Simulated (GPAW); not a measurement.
The system is InSe.

```
In Se
1.0
     4.05000    0.00000    0.00000
    -2.02500    3.50740    0.00000
     0.00000    0.00000   16.93000
In Se
4 4
Direct
  0.66667 0.33333 0.84300
  0.33333 0.66667 0.34300
  0.66667 0.33333 0.65700
  0.33333 0.66667 0.15700
  0.66667 0.33333 0.39800
  0.33333 0.66667 0.89800
  0.66667 0.33333 0.10200
  0.33333 0.66667 0.60200
```

Base run:

* Program: GPAW 26.7.0
* Functional: PBE
* Potentials or basis: GPAW PAW data sets (gpaw-data 1.2.1)
* Cutoff: 450 eV
* Basis: pw
* k mesh: 6 × 6 × 2
* Occupations: fermi-dirac, width 0.05 eV
* Spin: no spin polarisation

Its results: band gap on the k mesh none (metal or under the smearing width); pressure 6.4 GPa; largest force 2.864 eV/Å.

Q: The run is repeated on the same cell with these changes: cutoff from 450 eV to 500 eV; k mesh from 6 × 6 × 2 to 5 × 5 × 1. What comes out?

A: Band gap on the k mesh none (metal or under the smearing width); pressure 7.1 GPa; largest force 2.841 eV/Å.

Caveats: some runs use coarse meshes; the cutoff is short for stress and forces, so pressures can be off by a GPa or more; this functional lacks dispersion, which binds the layers, so the pressure and a relaxed spacing across them are unreliable.

Not every run made on this cell is shown here.
